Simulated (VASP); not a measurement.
# Bi (Im-3m) in VASP: notebook, part 2 of 2

VASP 6.6.1. Earlier steps stand in the parts before.

## Step 3: Relaxation of cell and atoms, PBEsol, target pressure 2 GPa, at which the enthalpy is minimised

This run uses another cell than the first one, of the same volume but with other edges.

File INCAR:

```
SYSTEM = Bi
PREC     = Accurate       ! precision mode
ENCUT    = 600            ! plane-wave cutoff, eV
EDIFF    = 1E-6           ! SCF threshold, eV
ISMEAR   = -1             ! smearing method
SIGMA    = 0.05           ! smearing width, eV
LREAL    = .FALSE.        ! projectors in reciprocal space
LASPH    = .TRUE.         ! aspherical terms in the spheres
NELM     = 80             ! most SCF steps
ALGO     = Normal         ! electronic algorithm
ISIF     = 3              ! what is computed and relaxed
LWAVE    = .FALSE.        ! write WAVECAR
LCHARG   = .FALSE.        ! write CHGCAR
GGA      = PS             ! functional
IBRION   = 2              ! ionic algorithm
NSW      = 40             ! ionic steps
EDIFFG   = -0.01          ! ionic threshold
PSTRESS  = 20
```

File KPOINTS:

```
regular mesh
0
G
  9 9 9
  0 0 0
```

File POSCAR:

```
Bi
1.0
   -1.9814305318      1.9814305318      1.9814305318
    1.9814305318     -1.9814305318      1.9814305318
    1.9814305318      1.9814305318     -1.9814305318
Bi
1
Direct
    0.0000000000      0.0000000000      0.0000000000
```

Potentials or basis: VASP PAW PBE potentials, release 64 (Bi_d).

On the command line:

```
cat potpaw_PBE.64/Bi_d/POTCAR > POTCAR
mpirun -np 1 vasp_std > vasp.out
```

OUTCAR:

```text
SYSTEM = Bi
   PREC = Accurate
   ENCUT = 600
   EDIFF = 1E-6
   ISMEAR = -1
   LREAL = .FALSE.
   LASPH = .TRUE.
   NELM = 80
   ISIF = 3
   GGA = PS
   IBRION = 2
   NSW = 40
   EDIFFG = -0.01
   PSTRESS = 20

 ion  position               nearest neighbor table
   1  0.000  0.000  0.000-

  LATTYP: Found a body centered cubic cell.
 ALAT       =     3.9628610636

  Lattice vectors:

 A1 = (  -1.9814305318,   1.9814305318,   1.9814305318)
 A2 = (   1.9814305318,  -1.9814305318,   1.9814305318)
 A3 = (   1.9814305318,   1.9814305318,  -1.9814305318)

Analysis of symmetry for initial positions (statically):
=====================================================================
[... 260 lines left out ...]
 fundamental gap:      0.0484980894
 Fermi energy:         8.7145296027

 k-point     1 :       0.0000    0.0000    0.0000
  band No.  band energies     occupation
      1     -14.4009      2.00000
      2     -14.4009      2.00000
      3     -14.4009      2.00000
      4     -14.2399      2.00000
      5     -14.2399      2.00000
      6      -5.4121      2.00000
      7      14.2182      0.00000
      8      14.2182      0.00000
      9      14.2182      0.00000
     10      18.6013      0.00000
     11      19.0896      0.00000
[... 309 lines left out ...]
 k-point    24 :      -0.4444   -0.4444    0.1111
  band No.  band energies     occupation
      1     -14.3899      2.00000
      2     -14.3486      2.00000
      3     -14.2917      2.00000
      4     -14.2466      2.00000
      5     -14.1529      2.00000
      6      -1.5003      2.00000
      7       3.8737      2.00000
      8       7.6740      2.00000
      9      11.4583      0.00000
     10      16.2249      0.00000
     11      17.7102      0.00000

 [... further k-points ...]

------------------------ aborting loop because EDIFF is reached ----------------------------------------

  FORCE on cell =-STRESS in cart. coord.  units (eV):
  Direction    XX          YY          ZZ          XY          YZ          ZX
  --------------------------------------------------------------------------------------
  -------------------------------------------------------------------------------------
  Total        0.3700983      0.3700983      0.3700983      0.0000000     -0.0000000     -0.0000000
  in kB       20.3676599     20.3676599     20.3676599      0.0000000     -0.0000000     -0.0000000
  external PRESSURE =       0.3676599 kB  Pullay stress =      20.0000000 kB
[... 20 lines left out ...]
  energy  without entropy=       -4.2236597278  energy(sigma->0) =       -4.22615083

  enthalpy is  TOTEN    =        -3.8652242974 eV   P V=        0.3634176278

 reached required accuracy - stopping structural energy minimisation
```

OSZICAR:

```text
N       E                     dE             d eps       ncg     rms          rms(c)
DAV:   1     0.106287775955E+03    0.10629E+03   -0.87518E+03   770   0.172E+03
DAV:   2     0.103879032174E+01   -0.10525E+03   -0.10354E+03   785   0.373E+02
DAV:   3    -0.411002983264E+01   -0.51488E+01   -0.51099E+01   935   0.896E+01
[... 23 lines left out ...]
DAV:   4    -0.422831455098E+01   -0.24228E-03   -0.33109E-03   803   0.781E-01    0.823E-02
DAV:   5    -0.422874033352E+01   -0.42578E-03   -0.29634E-03   821   0.547E-01    0.361E-02
DAV:   6    -0.422863642681E+01    0.10391E-03   -0.35782E-04   830   0.256E-01    0.910E-03
DAV:   7    -0.422864225555E+01   -0.58287E-05   -0.21740E-05   854   0.353E-02    0.216E-03
DAV:   8    -0.422864192513E+01    0.33042E-06   -0.44564E-07   478   0.684E-03
   3 F= -.38652243E+01 E0= -.38627332E+01  d E =-.262277E-01
```

Run time: 16 s. Hardware: 1 thread of Intel Xeon 6975P-C (Granite Rapids), shared host; peak memory 0.16 GiB.

Results:

```
Free energy                                            : -4.2286 eV
Relaxed volume                                         : 29.11 Å³/atom
Relaxed cell                                           : a = 3.357 Å, b = 3.357 Å, c = 3.357 Å, α = 109.47°, β = 109.47°, γ = 109.47°
Space group after relaxing (to 0.05 Å)                 : Im-3m (No. 229)
Energy change on relaxing (the enthalpy is what falls) : -1.2 meV/atom
Ionic steps                                            : 3
Pressure after relaxing                                : 2.0 GPa
Band gap on the k mesh                                 : none (metal or under the smearing width)
```

Step by step:
| step | energy change (eV) | largest force (eV/Å) | pressure (GPa) | volume (Å³) |
| --- | --- | --- | --- | --- |
| 1 | 0.0000 | 0.0000 | -1.96 | 31.12 |
| 2 | 0.0291 | 0.0000 | 5.42 | 27.78 |
| 3 | -0.0012 | 0.0000 | 2.04 | 29.11 |

Final structure:
```cif
data_structure
_symmetry_space_group_name_H-M 'P 1'
_symmetry_Int_Tables_number 1
_cell_length_a 3.3566
_cell_length_b 3.3566
_cell_length_c 3.3566
_cell_angle_alpha 109.471
_cell_angle_beta 109.471
_cell_angle_gamma 109.471
_cell_volume 29.11
loop_
_atom_site_label
_atom_site_type_symbol
_atom_site_fract_x
_atom_site_fract_y
_atom_site_fract_z
_atom_site_occupancy
Bi1 Bi 0.00000 0.00000 0.00000 1
```

Caveat: the cell is relaxed towards a set pressure, so the enthalpy falls and the energy may rise; the PAW data sets were made with another functional, which shifts forces and pressure a little; spin-orbit coupling is left out, which moves the levels of the heavy elements.

## Step 4: The reference run

An earlier run on the cell as given: functional PBEsol; potentials or basis VASP PAW PBE potentials, release 64 (Bi_d); cutoff 520 eV; k mesh 9 × 9 × 9; occupations fermi-dirac, width 0.05 eV; no spin polarisation.

- Pressure: -2.0 GPa
- Band gap on the k mesh: none (metal or under the smearing width)

## Step 5: The runs side by side

| task | level | potentials or basis | cell | cutoff (eV) | smearing | target pressure | ladder | other keys | gap on the mesh (eV) | pressure (GPa) |
| --- | --- | --- | --- | --- | --- | --- | --- | --- | --- | --- |
| electron localisation function | rSCAN | VASP PAW PBE potentials, release 64 (Bi_d_GW) | cell strained at random at fixed volume | 600 | gaussian 0.1 eV | - | - | EDIFF = 1e-08; ISMEAR = 0; SIGMA = 0.1 | none | 0.2 |
| relaxation of cell and atoms | PBEsol | VASP PAW PBE potentials, release 64 (Bi_d) | relaxed to 2 GPa | 600 | fermi-dirac 0.05 eV | 2 GPa | - | - | none | 2.0 |
| single point | PBEsol | VASP PAW PBE potentials, release 64 (Bi_d) | as given | 520 | fermi-dirac 0.05 eV | - | free | - | none | -2.0 |

Alike in all rows: no spin polarisation; k mesh 9 × 9 × 9.

Caveats: the PAW data sets were made with another functional, which shifts forces and pressure a little; spin-orbit coupling is left out, which moves the levels of the heavy elements; the cell is relaxed towards a set pressure, so the enthalpy falls and the energy may rise (some runs).

Absolute energies hang on the potentials; compare differences alone.
